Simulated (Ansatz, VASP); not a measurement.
**Two plane-wave programs on BaTiO3**

Contents of INCAR:

```
PREC     = Accurate       # precision mode
ENCUT    = 520            # plane-wave cutoff, eV
EDIFF    = 1E-6           # SCF threshold, eV
ISMEAR   = 0              # smearing method
SIGMA    = 0.02           # smearing width, eV
LREAL    = False          # projectors in reciprocal space
LASPH    = True           # aspherical terms in the spheres
NELM     = 60             # most SCF steps
ALGO     = Normal         # electronic algorithm
ISIF     = 2              # what is computed and relaxed
LWAVE    = False          # write WAVECAR
LCHARG   = False          # write CHGCAR
GGA      = PE             # functional
NBANDS   = 27             # bands
```

The input KPOINTS:

```
Automatic mesh
0
Gamma
  7 7 7
```

File POSCAR:

```
BaTiO3
1.0
    2.8273666084      1.6323808724      2.3183934932
   -2.8273666084      1.6323808724      2.3183934932
    0.0000000000     -3.2647617449      2.3183934932
Ba Ti O
1 1 3
Cartesian
    0.0000000000      0.0000000000      0.0000000000
    0.0000000000      0.0000000000      3.3697849424
    1.3885197414     -0.8016622465      2.3988417474
   -1.3885197414     -0.8016622465      2.3988417474
    0.0000000000      1.6033244929      2.3988417474
```

input.yaml

```yaml
crystal:
  lattice:
    - [2.8273666084, 1.6323808724, 2.3183934932]
    - [-2.8273666084, 1.6323808724, 2.3183934932]
    - [0.0, -3.2647617449, 2.3183934932]
  atoms:
    - { symbol: Ba, position: [0.0, 0.0, 0.0] }
    - { symbol: Ti, position: [0.4845, 0.4845, 0.4845] }
    - { symbol: O, position: [0.5086, 0.0175, 0.5086] }
    - { symbol: O, position: [0.0175, 0.5086, 0.5086] }
    - { symbol: O, position: [0.5086, 0.5086, 0.0175] }
hamiltonian:
  xc: pbe
  pseudopotentials: { kind: paw }
kpoints:
  mp_grid: { grid: [7, 7, 7] }
scf:
  occupations: { method: gaussian, width: 0.02 }
output:
  forces: true
  stress: true
  eigenvalues: true
```

Alike in both runs: task single point; functional PBE; k mesh 7 × 7 × 7; occupations gaussian, width 0.02 eV; no spin polarisation.

|  | VASP | Ansatz |
| --- | --- | --- |
| version | VASP 6.6.1 | Ansatz 0.2.0 |
| potentials or method | VASP PAW PBE potentials, release 64 (Ba_sv, Ti_pv, O) | Ansatz PAW |
| plane-wave cutoff (eV) | 520 | 420 |
| valence electrons in the cell | 38 | 40 |

VASP gave:

| Property | Result |
| --- | --- |
| gap on the k mesh at the Fermi level (eV) | 2.42 |
| least direct gap on the mesh (eV) | 2.75 |
| pressure (GPa) | 7.2 |
| largest component of the traceless stress (GPa) | 0.19 |
| rms of the force components (eV/Å) | 0.107 |

Task: What did Ansatz give for the same quantities?

Result: gap on the k mesh at the Fermi level (eV): 2.50; least direct gap on the mesh (eV): 2.79; pressure (GPa): 5.0; largest component of the traceless stress (GPa): 0.12; rms of the force components (eV/Å): 0.074.

Atom by atom the forces differ by 0.040 eV/Å (rms over components). With one functional, cell and mesh, what is left measures potentials, basis and numerics. The two sets of potentials don't hold the same shells in valence.

Caveats: spin-orbit coupling is left out, which moves the levels of the heavy elements; an odd mesh through Γ misses points on the zone boundary, where band edges often lie (VASP); odd divisions of the mesh miss points on the zone boundary, where band edges often lie, so the gap on the mesh can be too wide (Ansatz); the pressure holds a Pulay correction of +0.5 GPa for the finite cutoff (Ansatz). PBE gaps usually lie below the measured ones, often by a third to a half.
